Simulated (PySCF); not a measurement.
Compound: C4H10O.
SMILES with atom numbers: `[CH3:1][C:2]([CH3:3])([CH3:4])[OH:5]` (hydrogens: H6, H7, H8 on C1; H9, H10, H11 on C3; H12, H13, H14 on C4; H15 on O5)

The same species was optimised twice, with GFN2-xTB and with PBE0-D3(BJ)/def2-SVP (PySCF), and the same property calculations (PySCF, gas phase) were run on both structures.

| coordinate | GFN2-xTB | PBE0-D3(BJ)/def2-SVP | change |
| --- | --- | --- | --- |
| C1–H6 (Å) | 1.086 | 1.101 | +0.015 |
| C3–H10 (Å) | 1.086 | 1.101 | +0.015 |
| C4–H12 (Å) | 1.086 | 1.100 | +0.014 |
| C1–H8 (Å) | 1.089 | 1.103 | +0.014 |
| C3–H11 (Å) | 1.089 | 1.103 | +0.014 |
| C4–H14 (Å) | 1.086 | 1.100 | +0.014 |
| C4–H13 (Å) | 1.087 | 1.100 | +0.013 |
| C3–H9 (Å) | 1.087 | 1.100 | +0.013 |
| C1–H7 (Å) | 1.088 | 1.100 | +0.012 |
| C2–C4 (Å) | 1.528 | 1.522 | -0.006 |
| C2–C3 (Å) | 1.533 | 1.528 | -0.005 |
| C1–C2 (Å) | 1.534 | 1.528 | -0.006 |
| C2–O5 (Å) | 1.420 | 1.419 | -0.001 |
| O5–H15 (Å) | 0.963 | 0.963 | 0.000 |
| C2–C3–H10 (°) | 110.4 | 111.7 | +1.3 |
| C2–C1–H6 (°) | 110.4 | 111.7 | +1.3 |
| C2–O5–H15 (°) | 108.6 | 107.6 | -1.0 |
| H10–C3–H11 (°) | 108.6 | 107.6 | -1.0 |
| H6–C1–H8 (°) | 108.5 | 107.6 | -0.9 |
| C1–C2–C3 (°) | 110.0 | 110.7 | +0.7 |
| C4–C2–O5 (°) | 106.0 | 105.3 | -0.7 |
| C2–C4–H12 (°) | 110.5 | 111.2 | +0.7 |

Rotational constants: A = 4729, B = 4691, C = 4537 MHz (GFN2-xTB) against A = 4745, B = 4721, C = 4526 MHz (PBE0-D3(BJ)/def2-SVP). Point groups within 0.08 Å: Cs and Cs. Atoms that the bonding makes alike are paired by their places after alignment.

On the GFN2-xTB structure: HOMO (eV) -7.66 [PBE0/pcSseg-1]; LUMO (eV) 1.14 [PBE0/pcSseg-1]; dipole (D) 1.55 [PBE0/pcSseg-1]; GIAO shielding of C1/C3/C4 (mean) (ppm) 153.8 [PBE0/pcSseg-1]; GIAO shielding of C2 (ppm) 116.3 [PBE0/pcSseg-1]; GIAO shielding of O5 (ppm) 240.0 [PBE0/pcSseg-1].

What do these properties become on the PBE0-D3(BJ)/def2-SVP structure?

```json
{"property": "HOMO (eV)", "level": "PBE0/pcSseg-1", "on GFN2-xTB": "-7.66", "on PBE0-D3(BJ)/def2-SVP": "-7.70", "change": "-0.04"}
{"property": "LUMO (eV)", "level": "PBE0/pcSseg-1", "on GFN2-xTB": "1.14", "on PBE0-D3(BJ)/def2-SVP": "1.11", "change": "-0.03"}
{"property": "dipole (D)", "level": "PBE0/pcSseg-1", "on GFN2-xTB": "1.55", "on PBE0-D3(BJ)/def2-SVP": "1.57", "change": "+0.02"}
{"property": "energy, GFN2-xTB geometry as zero (kcal/mol)", "level": "PBE0/pcSseg-1", "on GFN2-xTB": "0.0", "on PBE0-D3(BJ)/def2-SVP": "-0.4", "change": "-0.4"}
{"property": "GIAO shielding of C1/C3/C4 (mean) (ppm)", "level": "PBE0/pcSseg-1", "on GFN2-xTB": "153.8", "on PBE0-D3(BJ)/def2-SVP": "151.8", "change": "-2.0"}
{"property": "GIAO shielding of C2 (ppm)", "level": "PBE0/pcSseg-1", "on GFN2-xTB": "116.3", "on PBE0-D3(BJ)/def2-SVP": "117.6", "change": "+1.3"}
{"property": "GIAO shielding of O5 (ppm)", "level": "PBE0/pcSseg-1", "on GFN2-xTB": "240.0", "on PBE0-D3(BJ)/def2-SVP": "236.8", "change": "-3.2"}
```

The heavy atoms differ by 0.008 Å rms after alignment (one structure mirrored). Among all bonds C1–H6, C1–H8, C3–H10, C3–H11, C4–H12 and C4–H14 change most and about equally (+0.014 to +0.015 Å). Changes are differences of the printed values. Neither structure is proved a minimum here.

Shape of the structure used: `[CH3:1][C:2]([CH3:3])([CH3:4])[OH:5]`: H–O5–C2–C1 -61°.
